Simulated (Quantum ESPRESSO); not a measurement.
A run of Quantum ESPRESSO 7.5 is set up as follows.

pw.in

```
&CONTROL
  calculation = 'scf'
  prefix = 'pwscf'
  outdir = './tmp'
  pseudo_dir = './pseudo'
  tprnfor = .true.
  tstress = .true.
  disk_io = 'low'
/
&SYSTEM
  ibrav = 0
  nat = 1
  ntyp = 1
  ecutwfc = 58
  nbnd = 15
  occupations = 'smearing'
  smearing = 'gaussian'
  degauss = 0.00367493
  nspin = 2
  starting_magnetization(1) = 0.0385
/
&ELECTRONS
  conv_thr = 2d-10
  electron_maxstep = 120
  mixing_beta = 0.3
/
ATOMIC_SPECIES
Ta   180.9479 Ta.upf
CELL_PARAMETERS angstrom
  -1.6612120000    1.7121740000    1.6321390000
   1.6259020000   -1.7347810000    1.6194360000
   1.6239730000    1.6975410000   -1.6547460000
ATOMIC_POSITIONS crystal
Ta    -0.0040950000   -0.0004050000   -0.0033180000
K_POINTS automatic
9 9 9 0 0 0
```

File nscf.in:

```
&CONTROL
  calculation = 'nscf'
  prefix = 'pwscf'
  outdir = './tmp'
  pseudo_dir = './pseudo'
  disk_io = 'low'
/
&SYSTEM
  ibrav = 0
  nat = 1
  ntyp = 1
  ecutwfc = 58
  nbnd = 15
  occupations = 'tetrahedra_opt'
  nspin = 2
  starting_magnetization(1) = 0.0385
/
&ELECTRONS
  conv_thr = 1d-08
  electron_maxstep = 120
  mixing_beta = 0.3
/
ATOMIC_SPECIES
Ta   180.9479 Ta.upf
CELL_PARAMETERS angstrom
  -1.6612120000    1.7121740000    1.6321390000
   1.6259020000   -1.7347810000    1.6194360000
   1.6239730000    1.6975410000   -1.6547460000
ATOMIC_POSITIONS crystal
Ta    -0.0040950000   -0.0004050000   -0.0033180000
K_POINTS automatic
14 14 14 0 0 0
```

File projwfc.in:

```
&PROJWFC
  prefix = 'pwscf'
  outdir = './tmp'
  filpdos = 'p'
  Emin = 3
  Emax = 28
  DeltaE = 0.05
/
```

Potentials or basis: PseudoDojo 0.4.1 SR LDA standard.

The run is started by

```sh
$ OMP_NUM_THREADS=1 pw.x -in pw.in > pw.out
$ OMP_NUM_THREADS=1 pw.x -in nscf.in > nscf.out
$ OMP_NUM_THREADS=1 projwfc.x -in projwfc.in > projwfc.out
```

(1) Estimate the pressure.

(2) Predict the net moment.

Answers

(1) -9.8 GPa.

(2) 0.00 μB per cell.
